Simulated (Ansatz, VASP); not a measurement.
**Ge in VASP and in Ansatz**

```
CELL_PARAMETERS angstrom
1.36863 -2.54743 0.00000
1.36863 2.54743 0.00000
0.00000 0.00000 2.64315
ATOMIC_POSITIONS crystal
Ge 0.50000 0.50000 0.00000
```

Change from the starting cell: volume scaled by 0.94.

Alike in both runs: task single point; functional LDA; k mesh 11 × 11 × 10; occupations fermi-dirac, width 0.05 eV; no spin polarisation.

|  | VASP | Ansatz |
| --- | --- | --- |
| version | VASP 6.6.1 | Ansatz 0.2.0 |
| potentials or method | VASP PAW LDA potentials, release 64 (Ge_d), cutoff 520 eV | all-electron LAPW, scalar-relativistic |

```tsv
	VASP	Ansatz	Ansatz less VASP
gap on the k mesh at the Fermi level (eV)	none	none	-
pressure (GPa)	-1.8	-1.7	+0.11
largest component of the traceless stress (GPa)	1.79	1.83	+0.041
```

A gap of «none» marks a metal or a gap that the smearing closes. Ansatz ran all-electron here, so the differences hold the error of VASP's frozen core and of both bases.
